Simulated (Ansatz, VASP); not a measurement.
# One calculation of Cr, two programs

The input INCAR:

```
SYSTEM = Cr
PREC = Accurate ; ENCUT = 520
EDIFF = 1E-7 ; ISMEAR = -1
SIGMA = 0.1 ; LREAL = .FALSE.
LASPH = .TRUE. ; NELM = 100
ALGO = Normal ; ISIF = 2
LWAVE = .FALSE. ; LCHARG = .FALSE.
GGA = RP ; NBANDS = 12
```

Contents of KPOINTS:

```
Automatic mesh
0
G
  15 15 15
  0 0 0
```

File POSCAR:

```
Cr
1.0
    2.4483481343      0.0000000000      0.0000000000
    0.0000000000      2.4483481343      0.0000000000
    0.0000000000      0.0000000000      2.4483481343
Cr
1
Direct
    0.0000000000      0.0000000000      0.0000000000
```

Input for Ansatz:

```yaml
crystal:
  lattice:
    - [2.4483481343, 0.0, 0.0]
    - [0.0, 2.4483481343, 0.0]
    - [0.0, 0.0, 2.4483481343]
  atoms:
    - { symbol: Cr, position: [0.0, 0.0, 0.0] }
hamiltonian:
  xc: rpbe
  pseudopotentials:
    kind: paw
    azcp:
      Cr: "pseudopotentials/Cr.paw.azcp"
basis:
  ecutwfc: 420
  fft_grid_basis: typed
kpoints:
  mp_grid: { grid: [15, 15, 15], shift: [0, 0, 0] }
magnetization:
  spin_polarized: false
scf:
  occupations: { method: fermi_dirac, width: 0.1 }
  lower_state_search: "off"
output:
  stress: true
```

Alike in both runs: task single point; functional RPBE; k mesh 15 × 15 × 15; occupations fermi-dirac, width 0.1 eV; no spin polarisation.

|  | VASP | Ansatz |
| --- | --- | --- |
| version | VASP 6.6.1 | Ansatz 0.2.0 |
| potentials or method | VASP PAW PBE potentials, release 64 (Cr_pv) | plane waves (420 eV) with PAW, scalar-relativistic |
| plane-wave cutoff (eV) | 520 | 420 |
| valence electrons in the cell | 12 | 14 |

VASP gave:

- pressure (GPa): -15.4

Which values does Ansatz return?

Pressure (GPa): -15.2.

With one functional, cell and mesh, what is left measures potentials, basis and numerics. The two sets of potentials don't hold the same shells in valence.

Caveats: so large a pressure means that the cell lies far from this level's equilibrium, or that cutoff or potentials fall short (VASP); the potentials were made for another functional, which shifts forces and pressure (VASP); the run has no spin polarisation, though such a crystal can be magnetic. Spin polarisation is off, so any magnetic state and its effect on volume and gap are missing.
